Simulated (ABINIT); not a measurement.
Set up this calculation in ABINIT 10.8.3 (patched build), as the native input.

- Task: equation of state
- Functional: PBEsol
- Potentials or basis: JTH PAW PBE v2.0
- Cutoff: 707 eV
- k mesh: 9 × 9 × 9
- Occupations: fermi-dirac, width 0.05 eV
- Spin: collinear spin, ferromagnetic start
- Starting moments: [2.0, 0.0] μB
- Fine-grid cutoff: 1306.15 eV

The system is AlCo.

```xyz
2
Lattice="2.8194 0.0000 0.0000 0.0000 2.8194 0.0000 0.0000 0.0000 2.8194" Properties=species:S:1:pos:R:3 pbc="T T T"
Co    1.4097    1.4097    1.4097
Al    0.0000    0.0000    0.0000
```

The cell is a database's computed one.

One way to write it, as run:

run.abi

```
# Datasets: one volume each
ndtset 7
getwfk -1
scalecart1 3*0.9795861087
scalecart2 3*0.9864848297
scalecart3 3*0.9932883884
scalecart4 3*1.0000000000
scalecart5 3*1.0066227096
scalecart6 3*1.0131594038
scalecart7 3*1.0196128224

# Pseudopotentials
pp_dirpath "./"
pseudos "Co.GGA_PBE-JTH.xml, Al.GGA_PBE-JTH.xml"

# Structure
acell 3*1.0 Angstrom
rprim
     2.8194032100     0.0000000000     0.0000000000
     0.0000000000     2.8194032100     0.0000000000
     0.0000000000     0.0000000000     2.8194032100
ntypat 2
znucl 27 13
natom 2
typat 1 2
xred
     0.5000000000     0.5000000000     0.5000000000
     0.0000000000     0.0000000000     0.0000000000

# Plane-wave basis
ecut 707.496042 eV
pawecutdg 48.0
pawxcdev 0

# k points
kptopt 1
ngkpt 9 9 9
nshiftk 1
shiftk 0.0 0.0 0.0

# Exchange and correlation
ixc -116133

# Bands and occupations
nband 15
occopt 3
tsmear 0.05 eV

# Spin
nsppol 2
spinat
     0.0000000000     0.0000000000     2.0000000000
     0.0000000000     0.0000000000     0.0000000000

# SCF cycle
nstep 100
tolvrs 1.0e-9

# Output
iomode 3
prtwf 1
prtden 0
prteig 0
prtebands 0
```

Potentials or basis: JTH PAW PBE v2.0.

Command:

```bash
$ abinit run.abi > log 2>&1
```

Results of the run:

- Equilibrium volume: 11.30 Å³/atom
- Bulk modulus: 194 GPa
- Pressure derivative of the bulk modulus: 4.2

Caveat: pressures at fixed basis lie under the slope of the energies; the PAW data sets were made with another functional, which shifts forces and pressure a little.

Wall time 4.4 min on 1 thread of Arm Neoverse V2 (shared host), peak memory 0.17 GiB.
